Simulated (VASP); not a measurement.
# Li (P6_3/mmc) in VASP: a series of runs, part 2 of 2

VASP 6.6.1. The steps go on from the part before.

## (4) Single point, LDA

Input file INCAR:

```
PREC = Accurate ; ENCUT = 520
EDIFF = 1E-7 ; ISMEAR = -1
SIGMA = 0.05 ; LREAL = False
LASPH = True ; NELM = 60
ALGO = Normal ; ISIF = 2
LWAVE = False ; LCHARG = False
NBANDS = 10
```

Input file KPOINTS:

```
regular mesh
0
Gamma
  9 9 5
```

Input file POSCAR:

```
Li
1.0
    3.1110000000      0.0000000000      0.0000000000
   -1.5555000000      2.6942050300      0.0000000000
    0.0000000000      0.0000000000      5.0930000000
Li
2
Direct
    0.3333333333      0.6666666667      0.2500000000
    0.6666666667      0.3333333333      0.7500000000
```

Potentials or basis: VASP PAW LDA potentials, release 64 (Li_sv).

Command:

```
cat potpaw_LDA.64/Li_sv/POTCAR > POTCAR
mpirun -np 1 vasp_std > vasp.out
```

OUTCAR:

```text
PREC = Accurate
   ENCUT = 520
   EDIFF = 1E-7
   ISMEAR = -1
   LREAL = False
   LASPH = True
   NELM = 60
   ISIF = 2

 ion  position               nearest neighbor table
   1  0.333  0.667  0.250-
   2  0.667  0.333  0.750-

  LATTYP: Found a hexagonal cell.
 ALAT       =     3.1110000000
 C/A-ratio  =     1.6370941819

  Lattice vectors:

 A1 = (   3.1110000000,   0.0000000000,   0.0000000000)
 A2 = (  -1.5555000000,   2.6942050300,   0.0000000000)
 A3 = (   0.0000000000,   0.0000000000,   5.0930000000)

Analysis of symmetry for initial positions (statically):
=====================================================================
 Subroutine PRICEL returns:
 Original cell was already a primitive cell.

 Routine SETGRP: Setting up the symmetry group for a
 hexagonal supercell.

 Subroutine GETGRP returns: Found 24 space group operations
 (whereof 12 operations were pure point group operations)
 out of a pool of 24 trial point group operations.

The static configuration has the point symmetry D_3d.
 The point group associated with its full space group is D_6h.
[... 162 lines left out ...]

 E-fermi :   0.5124     XC(G=0):  -7.0149

 val. band max:        0.4425124484   @ k =   0.0000   0.0000   0.0000
 cond. band min:       0.5190641313   @ k =   0.2222   0.0000   0.2000
 fundamental gap:      0.0765516829
 Fermi energy:         0.5124166317

 k-point     1 :       0.0000    0.0000    0.0000
  band No.  band energies     occupation
      1     -45.2603      2.00000
      2     -45.2443      2.00000
      3      -2.9719      2.00000
      4       0.4425      1.60376
      5       3.2355      0.00000
      6      12.3080      0.00000
      7      12.3080      0.00000
      8      13.6712      0.00000
      9      13.6713      0.00000
     10      14.1286      0.00000
[... 287 lines left out ...]
 k-point    24 :       0.3333    0.3333    0.2000
  band No.  band energies     occupation
      1     -45.2401      2.00000
      2     -45.2401      2.00000
      3       1.9609      0.00000
      4       2.5815      0.00000
      5       2.5815      0.00000
      6       5.2350      0.00000
      7       6.5347      0.00000
      8       6.5347      0.00000
      9      10.3818      0.00000
     10      10.8041      0.00000

 [... further k-points ...]
[... 5 lines left out ...]
  --------------------------------------------------------------------------------------
  -------------------------------------------------------------------------------------
  Total       -0.4966777     -0.4966777     -0.2436866     -0.0000000     -0.0000000      0.0000000
  in kB      -18.6415012    -18.6415012     -9.1461426     -0.0000000     -0.0000000      0.0000000
  external PRESSURE =     -15.4763817 kB  Pullay stress =       0.0000000 kB

 VOLUME and BASIS-vectors are now :
 -----------------------------------------------------------------------------
  energy-cutoff  :      520.00
  volume of cell :       42.69
      direct lattice vectors                 reciprocal lattice vectors
     3.111000000  0.000000000  0.000000000     0.321440051  0.185583500  0.000000000
    -1.555500000  2.694205030  0.000000000     0.000000000  0.371167001  0.000000000
     0.000000000  0.000000000  5.093000000     0.000000000  0.000000000  0.196347929

 POSITION                                       TOTAL-FORCE (eV/Angst)
 -----------------------------------------------------------------------------------
     -0.00000      1.79614      1.27325        -0.000000     -0.000000      0.000000
      1.55550      0.89807      3.81975         0.000000      0.000000      0.000000
 -----------------------------------------------------------------------------------
    total drift:                               -0.000000      0.000000      0.000000

  FREE ENERGIE OF THE ION-ELECTRON SYSTEM (eV)
  ---------------------------------------------------
  free  energy   TOTEN  =        -4.0817791555 eV

  energy  without entropy=       -4.0750674219  energy(sigma->0) =       -4.07842329
```

stdout:

```text
POSCAR found type information on POSCAR Li
 POSCAR found :  1 types and       2 ions
 scaLAPACK will be used
 LDA part: xc-table for (Slater(with rela. corr.)+CA(PZ))
 , standard interpolation
 POSCAR, INCAR and KPOINTS ok, starting setup
 FFT: planning ... GRIDC
 FFT: planning ... GRID_SOFT
 FFT: planning ... GRID
 WAVECAR not read
 entering main loop
```

Wall time 5.5 s (1 thread of Intel Xeon 6975P-C (Granite Rapids), shared host); peak memory 0.13 GiB.

Results:

```yaml
Free_energy: -4.0818 eV
Band_gap_on_the_k_mesh: none (metal or under the smearing width)
```

Caveat: the cutoff is under 1.25 times the usual one of these potentials, so pressure, stress and relaxed cells hold a basis-set (Pulay) error.

## (5) Summary

| level | potentials or basis | gap on the mesh (eV) |
| --- | --- | --- |
| BLYP | VASP PAW PBE potentials, release 64 (Li_sv) | none |
| PBE | VASP PAW PBE potentials, release 64 (Li_sv) | none |
| LDA | VASP PAW LDA potentials, release 64 (Li_sv) | none |

Alike in all rows: task single point; no spin polarisation; cell as given; k mesh 9 × 9 × 5; cutoff (eV) 520; smearing fermi-dirac 0.05 eV.

Caveats: the cutoff is under 1.25 times the usual one of these potentials, so pressure, stress and relaxed cells hold a basis-set (Pulay) error; the PAW data sets were made with another functional, which shifts forces and pressure a little (some runs).

Absolute energies hang on the potentials; compare differences alone.
